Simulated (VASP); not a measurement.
Runs of VASP 6.6.1 on SiC (Moissanite 6H). Symmetry: P6_3mc, No. 186, hexagonal system. Conventional cell: a = 3.095 Å, b = 3.095 Å, c = 15.170 Å, α = 90.00°, β = 90.00°, γ = 120.00°. Around Si (site symmetry 3m) lie 4 C at 1.90 Å. Si (site symmetry 3m) has 4 C at 1.90 Å as nearest neighbours. Si (site symmetry 3m) is surrounded by 4 C at 1.90 Å. C (site symmetry 3m) has 4 Si at 1.90 Å as nearest neighbours. C (site symmetry 3m) has 4 Si at 1.90 Å as nearest neighbours. C (site symmetry 3m) is surrounded by 4 Si at 1.90 Å. 

```tsv
task	level	cell	cutoff (eV)	smearing	gap on the mesh (eV)	pressure (GPa)	relaxed volume (Å³/atom)	largest force (eV/Å)
relaxation of cell and atoms	PBE+D4	relaxed	600	fermi-dirac 0.05 eV	2.03	-0.1	10.29	0.01
relaxation of cell and atoms	PBE+D3	relaxed	600	fermi-dirac 0.05 eV	2.03	0.0	(c)	-
relaxation of cell and atoms	PBE+rVV10	relaxed	600	fermi-dirac 0.05 eV	(a)	0.0	10.45	0.01
single point	PBE	as given	520	gaussian 0.014 eV	2.02	(b)	-	0.14
relaxation of cell and atoms	PBEsol+D3(BJ)	relaxed	600	fermi-dirac 0.05 eV	1.91	0.0	10.17	0.01
```

Alike in all rows: potentials or basis VASP PAW PBE potentials, release 64 (Si, C); no spin polarisation; k mesh 10 × 10 × 2.

Estimate the missing entries.

(a) 1.99; (b) 0.2; (c) 10.39.

Caveats: the PAW data sets were made with another functional, which shifts forces and pressure a little (some runs).

A k mesh can miss the band edges.
